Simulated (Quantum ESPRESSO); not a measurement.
**Ti in Quantum ESPRESSO: the effect of functional**

Crystal: Ti.

```
Ti
1.0
    -1.64100    1.64100    1.64100
     1.64100   -1.64100    1.64100
     1.64100    1.64100   -1.64100
Ti
1
Direct
  0.00000 0.00000 0.00000
```

This isn't the form of Ti at room conditions, which is hcp.

Alike in all runs:

```yaml
Program: Quantum ESPRESSO 7.5
Task: phonon dispersion
Cutoff: 612 eV
Density_cutoff: 4898 eV
k_mesh: 12 × 12 × 12
Occupations: cold, width 0.2 eV
Spin: no spin polarisation
```

Each run relaxes the cell or the atoms first.

```csv
functional,potentials or basis,relaxed volume (Å³/atom),highest phonon frequency (cm⁻¹)
LDA,GBRV 1.5 LDA,?,?
PBE,GBRV 1.5 PBE,17.21,227
PBEsol,GBRV 1.5 PBEsol,16.50,232
```

What does the run with functional LDA give?

Relaxed volume 15.85 Å³/atom; highest phonon frequency 230 cm⁻¹.

Caveats: some modes are imaginary.
